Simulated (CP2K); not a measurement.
TiSe:

```
CELL_PARAMETERS angstrom
4.38831 0.00000 0.00000
2.19415 3.80039 0.00000
2.19415 1.26680 3.58304
ATOMIC_POSITIONS crystal
Ti 0.00000 0.00000 0.00000
Se 0.25000 0.25000 0.25000
```

The cell comes from a database or a generator and needn't be the stable form of this composition.

| Item | Value |
| --- | --- |
| Program | CP2K 2026.2 |
| Task | relaxation of cell and atoms |
| Functional | PBEsol |
| Potentials or basis | POTENTIAL_UZH Ti GTH-PBE-q12, Se GTH-PBE-q6; DZVP-MOLOPT-PBE-GTH basis |
| Density cutoff | 6123 eV |
| k mesh | 6 × 6 × 6 |
| Occupations | fermi-dirac, width 0.05 eV |
| Spin | no spin polarisation |

At the start: pressure -11.6 GPa; volume 29.88 Å³/atom.

Task: How do energy, volume and symmetry change on relaxing?

Result: Over 7 steps the energy falls by 290.9 meV/atom and the volume is 23.29 Å³/atom (-22.0 %); space group Cm (No. 8, to 0.05 Å).

The path:
```tsv
step	energy change (eV)	largest force (eV/Å)	volume (Å³)
1	0.0000	0.0000	59.76
2	-0.0379	0.0087	59.23
3	-0.5559	0.4969	49.25
4	-0.5622	0.9983	45.13
5	-0.5823	0.7735	46.72
6	-0.5818	0.7909	46.59
7	-0.5819	0.7909	46.59
```

Final structure:
```cif
data_structure
_symmetry_space_group_name_H-M 'P 1'
_symmetry_Int_Tables_number 1
_cell_length_a 4.1151
_cell_length_b 4.1179
_cell_length_c 4.1193
_cell_angle_alpha 57.052
_cell_angle_beta 57.821
_cell_angle_gamma 57.809
_cell_volume 46.59
loop_
_atom_site_label
_atom_site_type_symbol
_atom_site_fract_x
_atom_site_fract_y
_atom_site_fract_z
_atom_site_occupancy
Ti1 Ti 0.00000 0.00000 0.00000 1
Se1 Se 0.25000 0.25000 0.25000 1
```

Caveat: the volume moved by over 15 % at a fixed basis, so the end points are rough; the potentials were made for another functional, which shifts forces and pressure; the basis of atomic orbitals isn't converged, which shifts pressures, moduli and gaps; the real-space grid breaks the cell's symmetry a little.
